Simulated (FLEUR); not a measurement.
MgO under changes of volume

One of the cells (9.221 Å³/atom); the others are scaled copies at fixed shape and fractional positions:

```xyz
2
Lattice="0.0000 2.0970 2.0970 2.0970 0.0000 2.0970 2.0970 2.0970 0.0000" Properties=species:S:1:pos:R:3 pbc="T T T"
Mg    0.0000    0.0000    0.0000
O     2.0970    2.0970    2.0970
```

The cell is a database's computed one.

* Program: FLEUR MaX-R8.1 (later development tree)
* Functional: PBEsol
* Potentials or basis: all-electron
* Basis: FLAPW
* Kmax: 5.13 1/bohr
* k mesh: 11 × 11 × 11
* Occupations: fermi-dirac, width 0.05 eV
* Spin: no spin polarisation

| volume (Å³/atom) | energy over the lowest point (meV/atom) | gap on the mesh (eV) |
| --- | --- | --- |
| 8.668 | 28.39 | 5.39 |
| 8.853 | 14.70 | 5.17 |
| 9.037 | ? | ? |
| 9.221 | 0.91 | 4.76 |
| 9.406 | 0.00 | 4.57 |
| 9.590 | 2.57 | 4.39 |
| 9.775 | 8.28 | 4.21 |

Question: What does the run at 9.037 Å³/atom give?

Answer: Energy over the lowest point 5.67 meV/atom; gap on the mesh 4.96 eV.

Worked out: A Birch-Murnaghan fit of order 3 (a polynomial in V^(-2/3)) to the other rows has its minimum at 9.36 Å³/atom with B0 = V·E''(V) = 157 GPa and B' = 3.9. It gives 5.70 meV/atom at 9.037 Å³/atom, against the run's 5.67. A straight line through the other rows of the gap, of slope -9.82 eV per unit of ln V (its deformation potential), gives 4.97 eV, against the run's 4.96.

Energies are extrapolated to zero smearing.
